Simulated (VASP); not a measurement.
## La2O3: does spin-orbit coupling change the cell?

Does spin-orbit coupling change the relaxed cell of La2O3? The starting structure is a computed structure from the Materials Project. The first relaxation on each setting starts from this cell expanded by 3 % in volume.

Method: Kohn-Sham DFT with plane waves and PAW; PBEsol and PBEsol + spin-orbit coupling, in VASP 6.6.1.

## Step 1: Set-up

The structure is trigonal, space group P-3m1 (No. 164). Conventional cell: a = 3.931 Å, b = 3.931 Å, c = 6.112 Å, α = 90.00°, β = 90.00°, γ = 120.00°. La has 7 O at 2.36 to 2.72 Å nearest. O has 6 La at 2.72 Å nearest. Nearest to O lie 4 La at 2.36 to 2.44 Å. Farther neighbours and most contacts between anions are not listed.

## Step 2: Relaxation without spin-orbit coupling

This run starts from the cell of an earlier relaxation, which isn't shown; the restart sets up the plane waves anew.

Contents of INCAR:

```
SYSTEM = La2O3
PREC = Accurate
ENCUT = 520
EDIFF = 1E-06
NELM = 100
ISMEAR = 0
SIGMA = 0.03
LREAL = .FALSE.
ALGO = Normal
GGA = PS
NBANDS = 26
LASPH = .TRUE.
LORBIT = 11
LWAVE = .FALSE.
LCHARG = .FALSE.
KPAR = 8
IBRION = 2
NSW = 50
ISIF = 3
EDIFFG = -0.006
```

Contents of POSCAR:

```
La2O3
1.0
    3.9044200537      0.0000000000      0.0000000000
   -1.9522100268      3.3813269535      0.0000000000
    0.0000000000      0.0000000000      6.0388166838
La O
2 3
Direct
    0.3333333333      0.6666666667      0.2453358590
    0.6666666667      0.3333333333      0.7546641410
    0.0000000000      0.0000000000      0.0000000000
    0.3333333333      0.6666666667      0.6459566028
    0.6666666667      0.3333333333      0.3540433972
```

Contents of KPOINTS:

```
Automatic mesh
0
Gamma
6 6 4
0 0 0
```

PAW data sets: La and O (PBE family, release 64).

Started as:

```sh
$ mpirun -np 8 vasp_std
```

The program printed:

```text
[banner, memory and clock lines left out]
running    8 mpi-ranks, on    1 nodes
 distrk:  each k-point on    1 cores,    8 groups
 distr:  one band on    1 cores,    1 groups

 POSCAR found type information on POSCAR LaO
 POSCAR found :  2 types and       5 ions
|                                                                             |
|           W    W    AA    RRRRR   N    N  II  N    N   GGGG   !!!           |
|           W    W   A  A   R    R  NN   N  II  NN   N  G    G  !!!           |
|           W    W  A    A  R    R  N N  N  II  N N  N  G       !!!           |
|           W WW W  AAAAAA  RRRRR   N  N N  II  N  N N  G  GGG   !            |
|           WW  WW  A    A  R   R   N   NN  II  N   NN  G    G                |
|           W    W  A    A  R    R  N    N  II  N    N   GGGG   !!!           |
|                                                                             |
|     For optimal performance we recommend to set                             |
|       NCORE = 2 up to number-of-cores-per-socket                            |
|     NCORE specifies how many cores store one orbital (NPAR=cpu/NCORE).      |
|     This setting can greatly improve the performance of VASP for DFT.       |
|     The default, NCORE=1 might be grossly inefficient on modern             |
|     multi-core architectures or massively parallel machines. Do your        |
|     Unfortunately you need to use the default for GW and RPA                |
|     calculations (for HF NCORE is supported but not extensively tested      |
|     yet).                                                                   |
|                                                                             |

|                                                                             |
|               ----> ADVICE to this user running VASP <----                  |
|                                                                             |
|     You enforced a specific xc type in the INCAR file but a different       |
|     [... a line on the potential file left out ...]
|     I HOPE YOU KNOW WHAT YOU ARE DOING!                                     |
|                                                                             |

 LDA part: xc-table for (Slater+PW92), standard interpolation
 POSCAR, INCAR and KPOINTS ok, starting setup
 FFT: planning ... GRIDC
 FFT: planning ... GRID_SOFT
 FFT: planning ... GRID
 WAVECAR not read
 entering main loop
       N       E                     dE             d eps       ncg     rms          rms(c)
DAV:   1     0.462882351567E+03    0.46288E+03   -0.15626E+04  1296   0.238E+03
DAV:   2     0.829134806902E+02   -0.37997E+03   -0.37067E+03  1728   0.380E+02
DAV:   3    -0.325140963567E+02   -0.11543E+03   -0.11310E+03  2180   0.199E+02
DAV:   4    -0.477510778708E+02   -0.15237E+02   -0.15212E+02  2120   0.783E+01
DAV:   5    -0.487521444422E+02   -0.10011E+01   -0.10005E+01  2184   0.236E+01    0.139E+01
DAV:   6    -0.438442075628E+02    0.49079E+01   -0.43436E+01  1984   0.385E+01    0.740E+00
DAV:   7    -0.437604578732E+02    0.83750E-01   -0.46266E+00  2400   0.207E+01    0.347E+00
DAV:   8    -0.437172476615E+02    0.43210E-01   -0.52618E-01  2168   0.599E+00    0.114E+00
DAV:   9    -0.437073882793E+02    0.98594E-02   -0.78529E-02  2264   0.220E+00    0.347E-01
DAV:  10    -0.437087515725E+02   -0.13633E-02   -0.23688E-02  2120   0.109E+00    0.159E-01
DAV:  11    -0.437095067336E+02   -0.75516E-03   -0.72660E-03  2280   0.654E-01    0.127E-01
DAV:  12    -0.437094360424E+02    0.70691E-04   -0.19703E-03  1912   0.297E-01    0.507E-02
DAV:  13    -0.437094587225E+02   -0.22680E-04   -0.84870E-04  2256   0.200E-01    0.214E-02
DAV:  14    -0.437094580016E+02    0.72081E-06   -0.83175E-05  2248   0.809E-02    0.615E-03
DAV:  15    -0.437094591310E+02   -0.11294E-05   -0.73058E-06  2008   0.200E-02    0.463E-03
DAV:  16    -0.437094591412E+02   -0.10165E-07   -0.44539E-06  1816   0.134E-02
   1 F= -.43709459E+02 E0= -.43709459E+02  d E =-.437095E+02
 curvature:   0.00 expect dE= 0.000E+00 dE for cont linesearch  0.000E+00
 trial: gam= 0.00000 g(F)=  0.402E-05 g(S)=  0.106E-04 ort = 0.000E+00 (trialstep = 0.100E+01)
 search vector abs. value=  0.146E-04
 reached required accuracy - stopping structural energy minimisation
```

Run time: 9.2 s. Hardware: 8 MPI ranks of Intel Xeon 6975P-C (Granite Rapids), shared host; peak memory 1.9 GiB; 69 s of CPU time.

The logs omit lines about the potential files and the build; timing stands in the text.

OUTCAR, selected parts (step 2):

```text
ion  position               nearest neighbor table
   1  0.333  0.667  0.245-   5 2.35   5 2.35   5 2.35   4 2.42   3 2.70   3 2.70   3 2.70
   2  0.667  0.333  0.755-   4 2.35   4 2.35   4 2.35   5 2.42   3 2.70   3 2.70   3 2.70
   3  0.000  0.000  0.000-   1 2.70   2 2.70   1 2.70   2 2.70   2 2.70   1 2.70
   4  0.333  0.667  0.646-   2 2.35   2 2.35   2 2.35   1 2.42
   5  0.667  0.333  0.354-   1 2.35   1 2.35   1 2.35   2 2.42

  LATTYP: Found a hexagonal cell.
 ALAT       =     3.9044200537
 C/A-ratio  =     1.5466616298

 Subroutine GETGRP returns: Found 12 space group operations
 (whereof 12 operations were pure point group operations)

The static configuration has the point symmetry D_3d.

 Found     24 irreducible k-points:

   k-points           NKPTS =     24   k-points in BZ     NKDIM =     24   number of bands    NBANDS=     26

   dimension x,y,z NGX =    30 NGY =   30 NGZ =   48
   dimension x,y,z NGXF=    60 NGYF=   60 NGZF=   96

   ENCUT  =  520.0 eV  38.22 Ry    6.18 a.u.   7.26  7.26 11.23*2*pi/ulx,y,z

   NELECT =      40.0000    total number of electrons

 k-points in reciprocal lattice and weights: Automatic mesh
   0.00000000  0.00000000  0.00000000       0.007
   0.16666667  0.00000000  0.00000000       0.042
   0.33333333  0.00000000  0.00000000       0.042
   0.50000000  0.00000000  0.00000000       0.021
   0.16666667  0.16666667  0.00000000       0.042
   0.33333333  0.16666667  0.00000000       0.083
   0.33333333  0.33333333  0.00000000       0.014
   0.00000000  0.00000000  0.25000000       0.014
   0.16666667  0.00000000  0.25000000       0.042
[...]
0.33333333  0.16666667  0.50000000       0.083
   0.33333333  0.33333333  0.50000000       0.014

 average (electrostatic) potential at core
       1 -94.5141       2 -94.5141       3 -66.3770       4 -66.8709       5 -66.8709

 E-fermi :   6.2284

 k-point     1 :       0.0000    0.0000    0.0000
  band No.  band energies     occupation
    ...
     16       3.9443      2.00000
     17       4.3196      2.00000
     18       5.6478      2.00000
     19       5.6478      2.00000
     20       5.9276      2.00000
     21      10.3930      0.00000
     22      10.6607      0.00000
     23      10.6607      0.00000
     24      11.3312      0.00000
     25      11.6492      0.00000
    ...

 k-point     2 :       0.1667    0.0000    0.0000
  band No.  band energies     occupation
    ...
     16       4.0586      2.00000
     17       4.9111      2.00000
     18       5.2805      2.00000
     19       5.6432      2.00000
     20       5.8480      2.00000
     21      10.4794      0.00000
     22      10.7389      0.00000
     23      10.8874      0.00000
     24      11.4450      0.00000
     25      11.5883      0.00000
    ...

 k-point     3 :       0.3333    0.0000    0.0000
  band No.  band energies     occupation
    ...
     16       4.8092      2.00000
     17       5.0676      2.00000
     18       5.2400      2.00000
     19       5.7218      2.00000
     20       5.7841      2.00000
     21      10.0807      0.00000
     22      10.8568      0.00000
     23      11.3028      0.00000
     24      11.4840      0.00000
     25      11.4975      0.00000
    ...

  Total       -0.0133764     -0.0133764     -0.0272306     -0.0000000      0.0000000      0.0000000
  in kB       -0.2688147     -0.2688147     -0.5472322     -0.0000000      0.0000000      0.0000000
  external PRESSURE =      -0.3616205 kB  Pullay stress =       0.0000000 kB

  energy-cutoff  :      520.00
  volume of cell :       79.73
      direct lattice vectors                 reciprocal lattice vectors
     3.904420054  0.000000000  0.000000000     0.256119984  0.147870941  0.000000000
    -1.952210027  3.381326953  0.000000000     0.000000000  0.295741883  0.000000000
     0.000000000  0.000000000  6.038816684     0.000000000  0.000000000  0.165595356

 POSITION                                       TOTAL-FORCE (eV/Angst)
 -----------------------------------------------------------------------------------
     -0.00000      2.25422      1.48154         0.000000      0.000000      0.005315
      1.95221      1.12711      4.55728        -0.000000     -0.000000     -0.005315
      0.00000      0.00000      0.00000         0.000000      0.000000      0.000000
     -0.00000      2.25422      3.90081         0.000000      0.000000      0.003668
      1.95221      1.12711      2.13800         0.000000      0.000000     -0.003668
 -----------------------------------------------------------------------------------
    total drift:                               -0.000000      0.000000      0.000000

  FREE ENERGIE OF THE ION-ELECTRON SYSTEM (eV)
  ---------------------------------------------------
  free  energy   TOTEN  =       -43.7094591412 eV

  energy  without entropy=      -43.7094591412  energy(sigma->0) =      -43.70945914

 reached required accuracy - stopping structural energy minimisation

 total charge
# of ion       s       p       d       f       tot
--------------------------------------------------
    1        2.038   5.681   0.672   0.253   8.644
    2        2.038   5.681   0.672   0.253   8.644
    3        1.553   3.369   0.000   0.000   4.922
    4        1.567   3.453   0.000   0.000   5.020
    5        1.567   3.453   0.000   0.000   5.020
--------------------------------------------------
tot          8.762  21.636   1.345   0.506  32.249

[... 3 further parts left out ...]
```

The PAW data sets were made with PBE, which is usual practice but a small mismatch for other functionals. The run keeps the 12 symmetry operations of its start, so it cannot find a distortion of lower symmetry.

Without spin-orbit coupling the relaxed cell holds 15.945 Å³ an atom, with a = 3.904 Å and c = 6.039 Å.

## Step 3: Relaxation with spin-orbit coupling

Against step 2 the input has LNONCOLLINEAR = .TRUE., MAGMOM = 0 0 0 0 0 0 0 0 0 0 0 0 0 0 0, GGA_COMPAT = .FALSE. and LSORBIT = .TRUE. (also changed: NBANDS and LMAXMIX). This run starts from the cell of an earlier relaxation, which isn't shown; the restart sets up the plane waves anew.

Changes to INCAR since step 2:

```diff
@@ -10,4 +10,9 @@
 GGA = PS
-NBANDS = 26
+LNONCOLLINEAR = .TRUE.
+MAGMOM = 0 0 0 0 0 0 0 0 0 0 0 0 0 0 0
+NBANDS = 52
+GGA_COMPAT = .FALSE.
 LASPH = .TRUE.
+LSORBIT = .TRUE.
+LMAXMIX = 6
 LORBIT = 11
```

Contents of POSCAR:

```
La2O3
1.0
    3.9039186771      0.0000000000      0.0000000000
   -1.9519593385      3.3808927487      0.0000000000
    0.0000000000      0.0000000000      6.0371058850
La O
2 3
Direct
    0.3333333333      0.6666666667      0.2453824381
    0.6666666667      0.3333333333      0.7546175619
    0.0000000000      0.0000000000      0.0000000000
    0.3333333333      0.6666666667      0.6458617365
    0.6666666667      0.3333333333      0.3541382635
```

KPOINTS is that of step 2.

Started as:

```sh
$ mpirun -np 8 vasp_ncl
```

The program printed:

```text
[banner, memory and clock lines left out]
running    8 mpi-ranks, on    1 nodes
[...]
[... a notice as in an earlier step ...]

 [... a notice as in an earlier step ...]

 LDA part: xc-table for (Slater+PW92), standard interpolation
 POSCAR, INCAR and KPOINTS ok, starting setup
[...]
entering main loop
       N       E                     dE             d eps       ncg     rms          rms(c)
DAV:   1     0.572471962428E+03    0.57247E+03   -0.14328E+04  2520   0.239E+03
DAV:   2     0.168038842620E+03   -0.40443E+03   -0.37703E+03  3176   0.435E+02
DAV:   3     0.163099041023E+01   -0.16641E+03   -0.16098E+03  4072   0.276E+02
DAV:   4    -0.446481037030E+02   -0.46279E+02   -0.44883E+02  4644   0.147E+02
[...]
DAV:  16    -0.442876760534E+02   -0.16330E-04   -0.15475E-04  4856   0.946E-02    0.104E-02
DAV:  17    -0.442876775601E+02   -0.15067E-05   -0.26932E-05  4832   0.501E-02    0.600E-03
DAV:  18    -0.442876781815E+02   -0.62139E-06   -0.99155E-06  4032   0.261E-02
   1 F= -.44287678E+02 E0= -.44287678E+02  d E =-.442877E+02  mag=     0.0000     0.0000     0.0000
[...]
N       E                     dE             d eps       ncg     rms          rms(c)
DAV:   1    -0.442876784265E+02   -0.86645E-06   -0.11955E-03  3560   0.239E-01    0.101E-02
DAV:   2    -0.442876835175E+02   -0.50910E-05   -0.70460E-05  4216   0.972E-02    0.491E-03
DAV:   3    -0.442876833551E+02    0.16243E-06   -0.51907E-06  3920   0.242E-02
   2 F= -.44287683E+02 E0= -.44287683E+02  d E =-.517364E-05  mag=     0.0000    -0.0000    -0.0000
[...]
trial-energy change:   -0.000005  1 .order   -0.000004   -0.000005   -0.000004
 step:   4.0000(harm=  4.1416)  dis= 0.00127  next Energy=   -44.287688 (dE=-0.992E-05)
 reached required accuracy - stopping structural energy minimisation
```

The job ended after 53 s (8 MPI ranks; peak memory 3.9 GiB; 6.9 min of CPU time).

Parts of OUTCAR (step 3):

```text
  Total        0.0067906      0.0067906      0.0050114      0.0000000      0.0000000     -0.0000000
  in kB        0.1365242      0.1365242      0.1007542      0.0000000      0.0000000     -0.0000000
  external PRESSURE =       0.1246009 kB  Pullay stress =       0.0000000 kB

 POSITION                                       TOTAL-FORCE (eV/Angst)
 -----------------------------------------------------------------------------------
     -0.00000      2.25403      1.48136         0.000000      0.000000     -0.001596
      1.95205      1.12701      4.55585        -0.000000     -0.000000      0.001596
      0.00000      0.00000      0.00000         0.000000      0.000000      0.000000
     -0.00000      2.25403      3.89952        -0.000000      0.000000      0.004321
      1.95205      1.12701      2.13769         0.000000     -0.000000     -0.004321
 -----------------------------------------------------------------------------------
    total drift:                               -0.000000      0.000000     -0.000000

  FREE ENERGIE OF THE ION-ELECTRON SYSTEM (eV)
  ---------------------------------------------------
  free  energy   TOTEN  =       -44.2876833551 eV

  energy  without entropy=      -44.2876833551  energy(sigma->0) =      -44.28768336

 magnetization (x)
# of ion       s       p       d       f       tot
--------------------------------------------------
    1        0.000   0.000   0.000  -0.000   0.000
    2        0.000   0.000   0.000  -0.000   0.000
    3        0.000   0.000   0.000   0.000   0.000
    4        0.000   0.000   0.000   0.000   0.000
    5        0.000   0.000   0.000   0.000   0.000
--------------------------------------------------
tot          0.000   0.000   0.000  -0.000   0.000

 magnetization (y)
# of ion       s       p       d       f       tot
--------------------------------------------------
    1        0.000   0.000   0.000  -0.000   0.000
    2        0.000   0.000   0.000  -0.000   0.000
    3       -0.000   0.000   0.000   0.000  -0.000
    4        0.000  -0.000   0.000   0.000  -0.000
    5        0.000   0.000   0.000   0.000   0.000
--------------------------------------------------
tot          0.000   0.000   0.000  -0.000  -0.000

 magnetization (z)
# of ion       s       p       d       f       tot
--------------------------------------------------
    1        0.000   0.000   0.000   0.000   0.000
    2        0.000   0.000   0.000   0.000   0.000
    3        0.000   0.000   0.000   0.000   0.000
    4        0.000   0.000   0.000   0.000   0.000
    5        0.000   0.000   0.000   0.000   0.000
--------------------------------------------------
tot          0.000   0.000   0.000   0.000   0.000

[... 1 part as in an earlier step ...]

[... 3 further parts left out ...]
[key lines of the parts left out:]
E-fermi :   6.2457
```

With spin-orbit coupling the relaxed cell holds 15.938 Å³ an atom, with a = 3.904 Å and c = 6.037 Å.

## Step 4: The runs compared

```
                        run  volume (Å³/atom)   a (Å)   c (Å)  pressure left (GPa)  core minutes
without spin-orbit coupling            15.945  3.9044  6.0388               -0.036          9.36
   with spin-orbit coupling            15.938  3.9041  6.0372                0.012          47.3
```

Core minutes are wall time times ranks, summed over the relaxations behind a row (those for a bulk modulus apart), on shared hosts.

## Step 5: What came out

```
volume without spin-orbit coupling : 15.945 Å³/atom
volume with spin-orbit coupling    : 15.938 Å³/atom
```

**Reading.** The run with spin-orbit coupling gives a volume -0.04 % from the one without (a -0.01 % and c -0.03 %). The relaxations stop with -0.036 and 0.012 GPa left; at a bulk modulus of 50 GPa, to name a scale, that difference alone shifts the volume by 0.10 %. The change found is no larger, so no effect on the volume is resolved. The k mesh isn't tested here. GGA_COMPAT also differs between the two, which alone can make a change this small. Further runs on this material are not shown.

[Lines on the potential files, build, host, timing and source positions are cut from VASP's logs without a mark.]

[Logs are printed without paths, hosts, clocks, repeated set-up lines and the standing remarks that a program may print on its own settings, such as how far it seeks lower states.]

[Hosts, paths, dates, database ids (printed as entryN), source tags and the programs' standing remarks are cut or masked in the printed files.]
